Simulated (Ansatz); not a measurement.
# Re: frozen-core PAW against all-electron methods

```yaml
crystal:
  lattice:
    - [1.40213, 0.80952, 6.78676]
    - [-1.40213, 0.80952, 6.78676]
    - [0.00000, -1.61905, 6.78676]
  atoms:
    - { symbol: Re, position: [0.00000, 0.00000, 0.00000] }
    - { symbol: Re, position: [0.22217, 0.22217, 0.22217] }
    - { symbol: Re, position: [0.77783, 0.77783, 0.77783] }
```

Atoms are numbered in the order listed.

Structure from Materials Project entry mp-975065 (possibly hypothetical), not relaxed further. The listed cell was then made from it by scaling, straining or moving an atom.

Spin polarisation is left out, and whether a magnetic state lies lower isn't shown here.

No spin–orbit coupling, which matters for the heavy atoms here.

All numbers are computed: DFT, PBE, PAW with Ansatz's default frozen-core files, scalar-relativistic (Ansatz 0.2.0); DFT, PBE, all-electron PAW with datasets made for the crystal, scalar-relativistic (Ansatz 0.2.0); DFT, PBE, all-electron LAPW, scalar-relativistic (Ansatz 0.2.0).

For PAW: a Γ-centred 15×15×15 k mesh, Fermi–Dirac smearing of 0.05 eV, cutoff 420 eV, no spin polarisation. The crystal-made all-electron datasets (AE datasets) take a cutoff of 260 eV at this cell. LAPW targets a basis error of 0.5 meV/atom. The Ansatz runs share mesh, smearing and spin set-up. Plane-wave (PAW) pressures include the program's estimate of the Pulay term.

Stress and pressure are positive in compression.

The change that made this cell: volume scaled by 1.04.

Spin–orbit coupling is left out, which moves gradients at and beside heavy atoms by some per cent and at worst by a factor of two.

In a metal, gradients converge slowly with the k mesh: the values move by tens of per cent from one mesh to another, at times in sign, so only the comparison on one mesh counts.

```json
{"quantity": "pressure (GPa)", "PAW": "-10.11", "AE datasets": "-9.99", "LAPW": "-9.99"}
{"quantity": "stress xx (GPa)", "PAW": "-9.85", "AE datasets": "-9.74", "LAPW": "-9.74"}
{"quantity": "stress zz (GPa)", "PAW": "-10.63", "AE datasets": "-10.50", "LAPW": "-10.50"}
{"quantity": "field gradient Vzz at Re1 (10²¹ V/m²)", "PAW": "-7.89", "AE datasets": "?", "LAPW": "–"}
{"quantity": "field gradient Vzz at Re2 (10²¹ V/m²)", "PAW": "?", "AE datasets": "?", "LAPW": "–"}
```

(1) Fill in "PAW" for the row "field gradient Vzz at Re2 (10²¹ V/m²)".

(2) Give the missing entry: row "field gradient Vzz at Re1 (10²¹ V/m²)", column "AE datasets".

(3) Give the missing entry: row "field gradient Vzz at Re2 (10²¹ V/m²)", column "AE datasets".

Results:

(1) -2.20.

(2) -7.78.

(3) -2.13.
